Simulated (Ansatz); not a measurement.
TiO2: single point with PBE

The system is TiO2.

```xyz
12
Lattice="4.8127 0.0000 0.0000 0.0000 4.8719 0.0000 -0.8629 0.0000 4.9666" Properties=species:S:1:pos:R:3 pbc="T T T"
Ti    1.1513    0.2573    1.0586
Ti    3.2300    2.6932    1.4247
Ti    2.7985    4.6146    3.9080
Ti    0.7198    2.1787    3.5419
O    -0.4276    0.8622    4.2293
O     3.9459    3.2981    3.2206
O     4.3774    4.0097    0.7373
O     0.0039    1.5738    1.7460
O     1.7406    3.6911    2.3183
O     2.6406    1.2552    0.1650
O     2.2092    1.1808    2.6483
O     1.3092    3.6167    4.8016
```

The cell comes from a database or a generator and needn't be the stable form of this composition.

```json
{"Program": "Ansatz 0.2.0", "Task": "single point", "Functional": "PBE", "Potentials or basis": "Ansatz PAW", "Cutoff": "420 eV (not typed: the program's choice for these potentials)", "k mesh": "10 × 10 × 10", "Occupations": "fermi-dirac, width 0.05 eV", "Spin": "no spin polarisation"}
```

- Pressure: 4.1 GPa
- Largest force: 0.122 eV/Å
- Band gap on the k mesh: 2.30 eV, indirect (least direct gap 2.35 eV)

Forces in eV/Å, atoms in the order of the input:
```
Ti  -0.004  0.090  0.082
Ti   0.004  0.090 -0.082
Ti   0.004 -0.090 -0.082
Ti  -0.004 -0.090  0.082
O   -0.001  0.034 -0.073
O    0.001  0.034  0.073
O    0.001 -0.034  0.073
O   -0.001 -0.034 -0.073
O   -0.031  0.020 -0.017
O    0.031  0.020  0.017
O    0.031 -0.020  0.017
O   -0.031 -0.020 -0.017
```

Stress tensor (GPa, compression positive):
```
3.97 0.00 0.01
0.00 4.10 0.00
0.01 0.00 4.23
```

Levels at points of the mesh, in eV from the valence-band top:
| k point | band 45 | band 46 | band 47 | band 48 | band 49 | band 50 | band 51 | band 52 |
| --- | --- | --- | --- | --- | --- | --- | --- | --- |
| (0.00, 0.00, 0.00) | -0.65 | -0.55 | -0.01 | 0.00 | 2.45 | 2.55 | 2.92 | 3.02 |
| (0.00, 0.00, -0.50) | -1.07 | -1.07 | -0.41 | -0.41 | 2.65 | 2.65 | 2.86 | 2.86 |
| (0.00, -0.50, 0.00) | -0.93 | -0.93 | -0.37 | -0.37 | 2.84 | 2.84 | 3.17 | 3.17 |
| (0.00, -0.50, -0.50) | -1.11 | -1.11 | -0.83 | -0.83 | 2.68 | 2.68 | 2.80 | 2.80 |
| (-0.50, 0.00, 0.00) | -0.83 | -0.72 | -0.50 | -0.07 | 2.30 | 2.87 | 2.87 | 3.01 |
| (-0.50, 0.00, -0.50) | -1.07 | -1.07 | -0.63 | -0.63 | 2.37 | 2.37 | 3.27 | 3.27 |
| (-0.50, -0.50, 0.00) | -0.96 | -0.96 | -0.74 | -0.74 | 2.71 | 2.71 | 2.96 | 2.96 |
| (-0.50, -0.50, -0.50) | -1.17 | -1.17 | -0.91 | -0.91 | 2.56 | 2.56 | 2.90 | 2.90 |

Wall time 38 s on 4 threads of Arm Neoverse V1, on a shared host, peak memory 1.6 GiB.

Caveat: the pressure holds a Pulay correction of +0.8 GPa for the finite cutoff. A k mesh can miss the band edges.
